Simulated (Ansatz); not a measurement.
BeO:
```yaml
crystal:
  lattice:
    - [2.69278, 0.00000, 0.00000]
    - [-1.34639, 2.33202, 0.00000]
    - [0.00000, 0.00000, 4.37264]
  atoms:
    - { symbol: Be, position: [0.33333, 0.66667, 0.99990] }
    - { symbol: Be, position: [0.66667, 0.33333, 0.49990] }
    - { symbol: O, position: [0.33333, 0.66667, 0.37760] }
    - { symbol: O, position: [0.66667, 0.33333, 0.87760] }
```

Relaxed with PBEsol. Special points in fractions of this cell's reciprocal vectors: Γ (0.000, 0.000, 0.000); M (0.500, 0.000, 0.000); K (0.333, 0.333, 0.000); A (0.000, 0.000, 0.500); L (0.500, 0.000, 0.500); H (0.333, 0.333, 0.500).

**Question.** List the band energies nearest the valence-band maximum at these points for DFT-PBEsol in the program Ansatz with PAW potentials.

**Answer.** In eV from the valence-band maximum; about four levels below and three above (degenerate sets whole), none deeper than 8.9 eV; points with the same levels are listed once.

```tsv
k	below	above
Γ	-1.02 -1.02 -0.04 -0.04 0.00	7.51 11.54 14.22 14.22
M	-3.44 -2.70 -2.01 -0.94	9.62 10.06 13.32
K	-3.72 -3.72 -2.95 -2.44 -2.44	8.90 12.70 14.38 14.38
A	-0.54 -0.54 -0.54 -0.54	9.77 9.77 14.51 14.51
L	-1.90 -1.90 -1.75 -1.75	8.87 8.87 14.47 14.47
H	-4.46 -4.46 -1.30 -1.30	11.47 11.47 11.97 11.97
```

Space group P6_3mc (wurtzite). The cell was relaxed with PBEsol under the symmetry of its start.

Potentials: the earlier of the program's two PAW sets. The files were generated under PBE; for other functionals the program regenerates the frozen cores, and for LDA and PBEsol the local potential too.
